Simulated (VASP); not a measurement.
Input of a VASP 6.6.1 run:

INCAR

```
SYSTEM = Cu
  PREC = Accurate
  ENCUT = 600
  EDIFF = 1E-6
  ISMEAR = 1
  SIGMA = 0.1
  LREAL = .FALSE.
  LASPH = .TRUE.
  NELM = 80
  ALGO = Normal
  ISIF = 3
  LWAVE = .FALSE.
  LCHARG = .FALSE.
  GGA = PS
  IBRION = 2
  NSW = 90
  EDIFFG = -0.01
```

The input KPOINTS:

```
regular mesh
0
G
  22 22 22
  0 0 0
```

Contents of POSCAR:

```
Cu
1.0
    0.0000000000      1.8075000000      1.8075000000
    1.8075000000      0.0000000000      1.8075000000
    1.8075000000      1.8075000000      0.0000000000
Cu
1
Direct
    0.0000000000      0.0000000000      0.0000000000
```

Potentials or basis: VASP PAW PBE potentials, release 64 (Cu).

The run is started by

```console
$ cat potpaw_PBE.64/Cu/POTCAR > POTCAR
$ mpirun -np 1 vasp_std > vasp.out
```

Problem. Estimate the relaxed volume.

Solution. 11.36 Å³/atom.

Problem. Predict the space group after relaxing (to 0.05 Å).

Solution. Fm-3m (No. 225).

Problem. Predict the relaxed cell.

Solution. a = 2.524 Å, b = 2.524 Å, c = 2.524 Å, α = 60.00°, β = 60.00°, γ = 60.00°.

Problem. Predict the band gap on the k mesh.

Solution. None (metal or under the smearing width).

Final structure:
```
Cu
1.0
     0.00000    1.78443    1.78443
     1.78443    0.00000    1.78443
     1.78443    1.78443    0.00000
Cu
1
Direct
  0.00000 0.00000 0.00000
```

Caveat: the PAW data sets were made with another functional, which shifts forces and pressure a little.
